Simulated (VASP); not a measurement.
Input of a VASP 6.6.1 run:

File INCAR:

```
SYSTEM = Bi
PREC = Accurate
ENCUT = 520
EDIFF = 1E-7
ISMEAR = 0
SIGMA = 0.1
LREAL = .FALSE.
LASPH = .TRUE.
NELM = 100
ALGO = Fast
ISIF = 2
LWAVE = .FALSE.
LCHARG = .FALSE.
GGA = PS
NBANDS = 38
```

KPOINTS

```
Automatic mesh
0
G
  6 6 4
  0 0 0
```

File POSCAR:

```
Bi
1.0
    2.0449810621     -6.4871000460      0.0000000000
    2.0449810621      6.4871000460      0.0000000000
    0.0000000000      0.0000000000      5.4120948956
Bi
4
Direct
    0.0980000000      0.9020000000      0.9100000000
    0.5980000000      0.4020000000      0.5900000000
    0.9020000000      0.0980000000      0.0900000000
    0.4020000000      0.5980000000      0.4100000000
```

Potentials or basis: VASP PAW PBE potentials, release 64 (Bi_d).

Run with:

```bash
$ cat potpaw_PBE.64/Bi_d/POTCAR > POTCAR
$ mpirun -np 1 vasp_std > vasp.out
```

Task: What does it give for the largest force?

Result: 4.274 eV/Å.

Task: Estimate the band gap on the k mesh.

Result: 0.09 eV, direct.

Stress tensor (GPa, compression positive):
```
19.93  0.00  0.00
 0.00 13.19  0.00
 0.00  0.00 16.68
```

Caveat: so large a pressure means that the cell lies far from this level's equilibrium, or that cutoff or potentials fall short; the potentials were made for another functional, which shifts forces and pressure; spin-orbit coupling is left out, which as a rule narrows the gap of such compounds by several tenths of an eV. A k mesh can miss the band edges.
